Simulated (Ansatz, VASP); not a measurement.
**YbH3: VASP beside Ansatz**

```
Yb H
1.0
     0.00000    2.60497    2.60497
     2.60497    0.00000    2.60497
     2.60497    2.60497    0.00000
Yb H
1 3
Cartesian
  0.0000 0.0000 0.0000
  2.6050 2.6050 2.6050
  1.3025 1.3025 1.3025
  3.9075 3.9075 3.9075
```

The cell comes from a database or a generator and needn't be the stable form of this composition.

Alike in both runs: task single point; functional PBE; k mesh 9 × 9 × 9; occupations gaussian, width 0.05 eV; collinear spin.

|  | VASP | Ansatz |
| --- | --- | --- |
| version | VASP 6.6.1 | Ansatz 0.2.0 |
| potentials or method | VASP PAW PBE potentials, release 64 (Yb, H) | Ansatz PAW |
| plane-wave cutoff (eV) | 520 | 420 |
| valence electrons in the cell | 27 | 27 |

Ansatz gave:

```
gap on the k mesh at the Fermi level (eV)                     : none
pressure (GPa)                                                : -5.4
net moment per atom (μB)                                      : 0.05
size of the moment on the site where the two differ most (μB) : 0.18
```

Problem. What did VASP give for the same quantities?

Solution. gap on the k mesh at the Fermi level (eV): none; pressure (GPa): -6.1; net moment per atom (μB): 0.05; size of the moment on the site where the two differ most (μB): 0.18.

Site moments also hang on the region over which each program counts them. A gap of «none» marks a metal or a gap that the smearing closes. With one functional, cell and mesh, what is left measures potentials, basis and numerics.

Caveats: spin-orbit coupling is left out, which moves the levels of the heavy elements; without U or exact exchange the open f shell lies at the Fermi level, which spoils levels, moments and volumes. The state reached can hang on the start; a lower one may exist.
